## A mesh error that falls too fast

Naively, the error of a k mesh should shrink as the number of its points grows: thirteen times as many points, an error thirteen times smaller. For InSb, the step from 3x3x3 to 7x7x7 brings about thirteen times as many points, yet the error in the pressure becomes 45 times smaller. The orders of magnitude are worth keeping in mind. The coarsest mesh is wrong by about 0.2 eV per atom and well over 1 GPa, and 7x7x7 by a few meV per atom and a few hundredths of a GPa.

InSb (F-43m, 2 atoms per cell) at a fixed volume of 33.98 Å³/atom, calculated with Ansatz 0.2.0: all-electron LAPW, PBE, scalar-relativistic, Fermi-Dirac smearing of 0.05 eV, basis error target 0.25 meV/atom. Pressure is positive in compression; the energy is the free energy less that of spherical, unpolarised free atoms.

| k mesh | pressure (GPa) | energy less free atoms (eV/atom) |
| --- | --- | --- |
| 3x3x3 | 4.806 | -3.204 |
| 4x4x4 | 3.680 | -3.366 |
| 7x7x7 | 3.184 | -3.436 |
| 9x9x9 | 3.157 | -3.439 |
| 13x13x13 | 3.147 | -3.441 |

The atoms stay in place, and only the k mesh changes. It samples the electron waves of the crystal at points in k space, the space of their wave vectors, with N divisions along each of its three axes. Errors are counted here from the 13x13x13 row. The energy is measured from spherical, unpolarised free atoms, so it is not a true cohesive energy, but this reference is the same in every row and drops out of the differences.

Three explanations come to mind for the high energy and pressure on coarse meshes: the smearing of the occupations, too much weight on one special k point, and the finite range that a coarse mesh can resolve.

## First explanation: smearing

In this calculation InSb has no gap. At the point Γ, where the electron wave is the same in every cell, the highest occupied level is a triplet that is only partly filled. On a coarse mesh, smearing spreads about four electrons over its six spin states. Γ also carries much weight there, so smearing looks like a natural culprit.

Its effect on the energy has a strict bound. On a given mesh, smeared occupations are chosen to make the free energy as low as possible, so they can only lower it, and by no more than the entropy term. For 3x3x3 that term is 3.6 meV per atom, while the energy lies 237 meV per atom too high. Smearing therefore acts in the wrong direction and is far too weak.

## Second explanation: Γ is counted too often

The second explanation is more tempting, because it gives the right sign and almost the right size. Taken together, the four upper valence bands lie higher at Γ than on average over the mesh. In the 9x9x9 run this excess is 7.10 eV. The factor of two for spin cancels the division by two atoms, so the same number holds per atom.

Suppose now that all other mesh points together give the correct average. To first order, the total energy then rises by the excess at Γ times the weight of Γ, which is 1/N³:

- for 3x3x3: 7.10 eV / 27 = 0.263 eV per atom
- for 13x13x13: 7.10 eV / 2197 = 0.003 eV per atom
- difference: 0.260 eV per atom, against 0.237 in the table

No constant was adjusted to reach this agreement, and a reader who stopped at the first row would be convinced. The next rows undo it. For 7x7x7 the same estimate gives 17 meV per atom, where the table has 5. The assumption about the other mesh points must be wrong.

## What the other points do

A simpler system shows the flaw: a chain of atoms with one filled band, in which electrons hop only between neighbours. Its band energy varies as A cos θ, where A is the amplitude and θ runs once around the circle. Three mesh points sit at 0°, 120° and 240°, where the cosine is 1, −½ and −½. Their average is exactly zero, which is the true mean. The Γ-only argument would have predicted an error of A/3, because it overlooks that the two other points together lie low by just the amount that Γ lies high.

Now let electrons also reach the third neighbour, which adds a term B cos 3θ. At all three points this term equals B. The mesh mistakes the wave for a constant, and the error is the whole of B. What counts is thus not how far Γ stands out, but how much of the band energy comes from distances that the mesh cannot resolve.

## Third explanation: range

The same holds in three dimensions. The energy of the occupied bands is a sum of waves in k space, and each wave belongs to a distance in the crystal. A mesh with N divisions averages every wave correctly except those whose distance is a whole multiple of N cells in each direction. In the language of real space, the electrons are made to repeat after N cells, and the error measures how strongly they notice the repetition.

The cell edge is 6.478 Å / √2 = 4.58 Å. On the 3x3x3 mesh the electrons therefore meet their own copies after less than 14 Å, and on 7x7x7 only after about 32 Å. In a solid with a clear gap, theory says that the coupling over such distances dies out exponentially, and faster for a wider gap. The error then falls much faster than the number of points grows.

InSb as calculated here is less simple, because occupied and empty bands touch at Γ. The band energy has a kink or a similar irregularity there, which leaves a slower tail. Even this tail should beat 1/N³. The region that Γ stands for shrinks as 1/N³, and the bands also vary less across the smaller region, which brings at least one more factor of 1/N.

## How far the numbers decide

They decide against the first two explanations. The third gives a reason why the error falls faster than 1/N³, but neither the sign nor the size of the error was calculated from it, and the exact law stays open. A constant plus one exponential in N, and a constant plus one free power of N, were each fitted to the pressures of all five rows; the printed output follows this text. Both do about equally well, and both are worst at 7x7x7, where the exponential comes out too low and the power too high.

The calculated decay thus lies between the two forms. A steep short-range part followed by the tail from the touching bands would look like this, but that reading is a guess. With three adjustable constants for five rows, the fitted exponent should not be taken for a property of InSb.

## Why the pressure looks worse

Relative to 13x13x13, the pressure on the 3x3x3 mesh is 53% too high, while the energy is off by only 7%. This suggests that pressure converges more slowly, but the two errors shrink together. On both coarse meshes there are about 7 GPa of pressure error for each eV per atom of energy error. The percentage is large because the pressure itself is small.

The factor of 7 carries information, since pressure is minus the slope of energy against volume. Multiplied by the volume per atom and converted to common units, it says that the energy error of 3x3x3 falls with volume V roughly as V^(−1.5). Simple free-electron bands would scale as V^(−0.67). A possible reason for the steeper law is that the error comes from long distances, which electrons cross in several hops, each weakened when the crystal expands. This was not tested separately.

For practical work, the mesh should be chosen by the quantity that is needed. The 4x4x4 mesh still adds about 0.5 GPa of false pressure, which would push a relaxed cell to too large a size. With 7x7x7 this falls to about 0.04 GPa. In a cell with doubled edges, half as many divisions give the same sampling, because the product of N and the edge sets the range.

## What a finer mesh cannot repair

About 3.1 GPa of pressure remains on the finest mesh. This is not a sampling error. PBE is known to prefer a larger InSb cell than the real one, so a cell held close to the measured size is under compression in the calculation.

The closed gap remains as well. Real InSb is a semiconductor with a gap of roughly 0.2 eV, whereas here the triplet at Γ lies about 0.19 eV above a single level that should be the bottom of the conduction band. This inverted order is practically the same on the 4x4x4 and 9x9x9 meshes. It is a known fault of PBE for this material, and adding the spin-orbit coupling left out here would not cure it.

Output of the analysis:

```
fit of pressure on 5 rows: constant 3.156 +/- 0.0055, coefficient of exp(-s*nk) 51 +/- 0.36, s 1.144; rms 0.00641, worst 7x7x7 -0.011, leave-one-out rms 0.164
fit of pressure on 5 rows: constant 3.134 +/- 0.0053, coefficient of nk**(-s) 123.6 +/- 0.84, s 3.917; rms 0.00609, worst 7x7x7 0.0107, leave-one-out rms 0.176
Errors against 13x13x13 and the two estimates:
       row  energy error meV/atom  gamma-only estimate meV/atom  entropy term meV/atom  triplet entropy estimate meV/atom  pressure error GPa
     3x3x3                    237                         259.9                  3.617                              3.536               1.659
     4x4x4                     75                         107.8                  1.532                              1.492               0.533
     7x7x7                      5                         17.48                 0.3291                             0.2784               0.037
     9x9x9                      2                         6.511                  0.216                              0.131                0.01
  13x13x13                      0                             0                0.09943                            0.04346                   0
Relative errors and fit misses:
       row  pressure error %  energy error %  exponential miss GPa  power miss GPa
     3x3x3             52.72          -6.888            -0.0004004       0.0008634
     4x4x4             16.94           -2.18              0.001609       -0.003772
     7x7x7             1.176         -0.1453              -0.01098         0.01068
     9x9x9            0.3178        -0.05812             0.0007414      -0.0002499
  13x13x13                 0               0              0.009033        -0.00752
Valence bands at gamma above their mean, sum of four, eV: 7.104
Entropy term as share of energy error in 3x3x3, %: 1.526
Fall of pressure error from 3x3x3 to 7x7x7, factor: 44.84
Fall of gamma-only estimate from 3x3x3 to 7x7x7, factor: 14.87
Decay rate of pressure error per mesh division, 3 to 4: 1.135
Decay rate of pressure error per mesh division, 4 to 7: 0.8892
Local power of pressure error, 3 to 4: 3.947
Local power of pressure error, 4 to 7: 4.767
Pressure error per energy error in 3x3x3, GPa per eV/atom: 7
Pressure error per energy error in 4x4x4, GPa per eV/atom: 7.107
Inverse power of volume in the mesh error of 3x3x3 (free-electron bands 0.67): 1.485
Triplet above singlet at gamma in 4x4x4, eV: 0.1952
Triplet above singlet at gamma in 9x9x9, eV: 0.1887
```
